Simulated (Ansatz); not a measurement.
# CrO2 (2H monolayer type, one sheet): maximally localised Wannier functions

Where do the localised orbitals of CrO2 (2H monolayer type, one sheet) sit, how far are they spread, and how do the settings change that? The runs, in order: PBE, anion s p, 9×9×1; PBE, anion s p, 6×6×1; PBE, anion s p, 12×12×1; PBE, anion p, 9×9×1; PBE, metal d and anion p, 9×9×1; PBE, metal d and anion p, disentangled, 9×9×1; PBE, metal d, 9×9×1; r2SCAN, anion s p, 9×9×1; r2SCAN, anion p, 9×9×1; r2SCAN, metal d and anion p, disentangled, 9×9×1; PBE with spin-orbit coupling, anion s p, 9×9×1; PBE with spin-orbit coupling, metal d, 9×9×1; PBE with spin-orbit coupling, metal d and anion p, 9×9×1 (level, trial orbitals, Wannier mesh).

Program: Ansatz 0.2.0. Level of theory: plane waves, PAW. These are calculated values, not measurements.

1 further run of the same task is left out (it didn't finish).

### 1 The starting structure

Symmetry: P-6m2, No. 187, hexagonal system. The conventional cell has a = 2.599 Å, b = 2.599 Å, c = 28.815 Å, α = 90.00°, β = 90.00°, γ = 120.00°. Cr (site symmetry -6m2) is surrounded by 6 O at 1.89 Å. O (site symmetry 3m) has 3 Cr at 1.89 Å as nearest neighbours.

As a file:

```
Cr O
1.0
     2.59922    0.00000    0.00000
    -1.29961    2.25099    0.00000
     0.00000    0.00000   28.81477
Cr O
1 2
Direct
  0.33333 0.66667 0.31234
  0.66667 0.33333 0.35208
  0.66667 0.33333 0.27260
```

Cell and atoms come from an earlier r2SCAN relaxation. No spin polarisation is used; should the compound be magnetic, its bands and low-energy spectrum would differ. The cell holds one sheet and vacuum, and is periodic in the plane alone; ε, where given, is a mean over the whole height of the cell, so ε₂ and ε₁ − 1 scale inversely with that height and aren't the sheet's own values.

### 2 PBE, anion s p, 9×9×1

input.yaml

```yaml
crystal:
  lattice:
    - [2.5992218032, 0.0, 0.0]
    - [-1.2996109016, 2.2509921116, 0.0]
    - [0.0, 0.0, 28.8147732808]
  atoms:
    - { symbol: Cr, position: [0.3333333333, 0.6666666667, 0.3123397818] }
    - { symbol: O, position: [0.6666666667, 0.3333333333, 0.3520775642] }
    - { symbol: O, position: [0.6666666667, 0.3333333333, 0.2726019994] }
  periodic: [true, true, false]
kpoints:
  mp_grid: { grid: [9, 9, 1] }
  band_path:
    path:
      - [0, 0, 0]
      - [0.5, 0, 0]
      - [0.3333333333333, 0.3333333333333, 0]
      - [0, 0, 0]
    npoints: 10
hamiltonian:
  xc: pbe
scf:
  occupations: { method: fixed }
  n_extra_bands: 6
output:
  forces: false
  stress: false
  eigenvalues: true
  wannier:
    kmesh: [9, 9, 1]
    projections: [{ species: O, l: s, shell: 2 }, { species: O, l: p, shell: 2 }]
    minimise: true
    write_hr: true
    conv_tol: 1.0e-08
    max_iter: 3000
```

Started as:

```
$ ansatz run input.yaml --threads 4 --pin off --max-ram 5529MiB --backend cpu --events-out ev --progress --plain --runs-dir out
```

Further steps of the session: PBE, anion s p, 6×6×1; PBE, anion s p, 12×12×1; PBE, anion p, 9×9×1; PBE, metal d and anion p, 9×9×1; PBE, metal d and anion p, disentangled, 9×9×1; PBE, metal d, 9×9×1; r2SCAN, anion s p, 9×9×1; r2SCAN, anion p, 9×9×1; r2SCAN, metal d and anion p, disentangled, 9×9×1; PBE with spin-orbit coupling, anion s p, 9×9×1; PBE with spin-orbit coupling, metal d, 9×9×1; PBE with spin-orbit coupling, metal d and anion p, 9×9×1.

Before running them: what should the planned runs give, taken together? Wanted: total spread, PBE, anion s p, 9×9×1; total spread, PBE, anion s p, 6×6×1; total spread, PBE, anion s p, 12×12×1; total spread, PBE, anion p, 9×9×1; total spread, PBE, metal d and anion p, 9×9×1; total spread, PBE, metal d and anion p, disentangled, 9×9×1; total spread, PBE, metal d, 9×9×1; total spread, r2SCAN, anion s p, 9×9×1; total spread, r2SCAN, anion p, 9×9×1.

**Answer**, as computed:

| quantity | value |
| --- | --- |
| total spread, PBE, anion s p, 9×9×1 | 7.79 Å² over 8 functions |
| total spread, PBE, anion s p, 6×6×1 | 7.56 Å² over 8 functions |
| total spread, PBE, anion s p, 12×12×1 | 7.88 Å² over 8 functions |
| total spread, PBE, anion p, 9×9×1 | 7.89 Å² over 6 functions |
| total spread, PBE, metal d and anion p, 9×9×1 | 6.84 Å² over 11 functions |
| total spread, PBE, metal d and anion p, disentangled, 9×9×1 | 6.81 Å² over 11 functions |
| total spread, PBE, metal d, 9×9×1 | 6.92 Å² over 5 functions |
| total spread, r2SCAN, anion s p, 9×9×1 | 7.61 Å² over 8 functions |
| total spread, r2SCAN, anion p, 9×9×1 | 7.71 Å² over 6 functions |
| total spread, r2SCAN, metal d and anion p, disentangled, 9×9×1 | 6.73 Å² over 11 functions |
| total spread, PBE with spin-orbit coupling, anion s p, 9×9×1 | 15.59 Å² over 16 functions |
| total spread, PBE with spin-orbit coupling, metal d, 9×9×1 | 13.72 Å² over 10 functions |
| total spread, PBE with spin-orbit coupling, metal d and anion p, 9×9×1 | 13.67 Å² over 22 functions |
| centres of the first set | 0.20 to 0.51 Å from the nearest atom |

With PBE, anion s p, 9×9×1 the 8 functions move off the atoms, with a mean spread of 0.97 Å²; 87 % of the total is gauge invariant. The total spread goes from 7.56 Å² on 6×6×1 to 7.88 Å² on 12×12×1: finite differences in k understate it on coarse meshes, while the largest miss of a band goes from 0.02 to 0.00 eV. On one set and mesh the functional gives 7.79 (PBE), 7.61 (r2SCAN) Å². The disentangled models miss some band by up to 0.0 eV, which may lie outside their frozen windows.
